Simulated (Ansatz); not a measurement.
Relaxed ZrO2 (baddeleyite type, space group P2_1/c):

```
ZrO2
1.0
    5.18987     0.00000     0.00000
    0.00000     5.24188     0.00000
   -0.90466     0.00000     5.30184
Zr O
4 8
Direct
  0.27576   0.04379   0.21002
  0.72424   0.54379   0.28998
  0.72424   0.95621   0.78998
  0.27576   0.45621   0.71002
  0.06497   0.32630   0.35005
  0.93503   0.82630   0.14995
  0.93503   0.67370   0.64995
  0.06497   0.17370   0.85005
  0.45100   0.75674   0.47552
  0.54900   0.25674   0.02448
  0.54900   0.24326   0.52448
  0.45100   0.74326   0.97552
```

A phonon eigenvector at Γ is frozen into this cell: atom i moves by Q times the vector below, so Q is the largest atomic displacement, in Å. The cell is held.

```json
[
 {"atom": "Zr1", "x": "-0.714", "y": "0.192", "z": "0.674"},
 {"atom": "Zr2", "x": "0.714", "y": "0.192", "z": "-0.674"},
 {"atom": "Zr3", "x": "-0.714", "y": "0.192", "z": "0.674"},
 {"atom": "Zr4", "x": "0.714", "y": "0.192", "z": "-0.674"},
 {"atom": "O5", "x": "-0.312", "y": "-0.332", "z": "-0.057"},
 {"atom": "O6", "x": "0.312", "y": "-0.332", "z": "0.057"},
 {"atom": "O7", "x": "-0.312", "y": "-0.332", "z": "-0.057"},
 {"atom": "O8", "x": "0.312", "y": "-0.332", "z": "0.057"},
 {"atom": "O9", "x": "-0.338", "y": "-0.761", "z": "-0.144"},
 {"atom": "O10", "x": "0.338", "y": "-0.761", "z": "0.144"},
 {"atom": "O11", "x": "-0.338", "y": "-0.761", "z": "-0.144"},
 {"atom": "O12", "x": "0.338", "y": "-0.761", "z": "0.144"}
]
```

These are PBE (plane waves to 420 eV, PAW, scalar-relativistic; Ansatz, a first-principles code) values and carry that method's errors. k mesh 5×5×5 (Γ-centred), Fermi-Dirac smearing 0.05 eV. ZrO2 is run without spin polarisation. ZrO2 was relaxed with its symmetry unable to fall. 

```
Q (Å)   −dE/dQ from forces (eV/Å)
------  -------------------------
-0.280                     27.646
-0.233                     21.614
-0.187                     16.480
-0.140                     11.942
-0.093                      7.782
-0.047                      3.841
0.000                       0.000
0.047                      -3.841
0.093                      -7.782
0.140                     -11.942
0.187                     -16.480
0.233                     -21.614
0.280                     -27.646
```

Task: What harmonic wavenumber does the curvature at Q = 0 give?

Result: 229 cm⁻¹. E″ = 81.95 eV/Å², M = Σ mᵢ|uᵢ|² = 424.1 u, ν̃ = 521.5·√(|E″|/M).

(For displaced atoms, the force is minus the slope of the energy, and its curvature is a force constant, which sets phonon frequencies.)
